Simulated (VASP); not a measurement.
Y: band structure with BLYP

The system is Y.

```
CELL_PARAMETERS angstrom
3.64740 0.00000 0.00000
-1.82370 3.15874 0.00000
0.00000 0.00000 5.73060
ATOMIC_POSITIONS crystal
Y 0.66667 0.33333 0.75000
Y 0.33333 0.66667 0.25000
```

```yaml
Program: VASP 6.6.1
Task: band structure
Functional: BLYP
Potentials_or_basis: VASP PAW PBE potentials, release 64 (Y_sv)
Cutoff: 520 eV
k_mesh: 8 × 8 × 5
Occupations: fermi-dirac, width 0.05 eV
Spin: no spin polarisation
Further_INCAR_settings: ALGO = Normal; EDIFF = 1e-06; NBANDS = 18
```

| Quantity | Value |
| --- | --- |
| Pressure | 0.8 GPa |
| Band gap along the path | none (metal or under the smearing width) |

Stress tensor (GPa, compression positive):
```
0.94 0.00 0.00
0.00 0.94 0.00
0.00 0.00 0.56
```

Levels at the corners of the path, in eV from the Fermi level:
```csv
point,band 7,band 8,band 9,band 10,band 11,band 12,band 13,band 14
Γ,-22.48,-22.44,-4.56,-1.83,1.03,1.66,1.66,1.94
M,-22.59,-22.53,-1.62,-1.16,-0.80,-0.01,1.39,1.40
M,-22.59,-22.53,-1.62,-1.16,-0.80,-0.01,1.39,1.40
K,-22.68,-22.68,-0.70,-0.62,-0.62,-0.36,1.05,1.05
K,-22.68,-22.68,-0.70,-0.62,-0.62,-0.36,1.05,1.05
Γ,-22.48,-22.44,-4.56,-1.83,1.03,1.66,1.66,1.94
Γ,-22.48,-22.44,-4.56,-1.83,1.03,1.66,1.66,1.94
A,-22.52,-22.52,-3.14,-3.14,0.92,0.92,1.58,1.58
A,-22.52,-22.52,-3.14,-3.14,0.92,0.92,1.58,1.58
L,-22.59,-22.59,-1.61,-1.61,0.06,0.06,1.48,1.48
L,-22.59,-22.59,-1.61,-1.61,0.06,0.06,1.48,1.48
H,-22.54,-22.54,-0.38,-0.38,-0.32,-0.32,0.44,0.44
H,-22.54,-22.54,-0.38,-0.38,-0.32,-0.32,0.44,0.44
A,-22.52,-22.52,-3.14,-3.14,0.92,0.92,1.58,1.58
L,-22.59,-22.59,-1.61,-1.61,0.06,0.06,1.48,1.48
M,-22.59,-22.53,-1.62,-1.16,-0.80,-0.01,1.39,1.40
K,-22.68,-22.68,-0.70,-0.62,-0.62,-0.36,1.05,1.05
H,-22.54,-22.54,-0.38,-0.38,-0.32,-0.32,0.44,0.44
```

It took 94 s on 1 thread of AMD EPYC 9R45 96-Core Processor (Zen 5) (shared host), peak memory 0.18 GiB.

Caveat: the PAW data sets were made with another functional, which shifts forces and pressure a little.
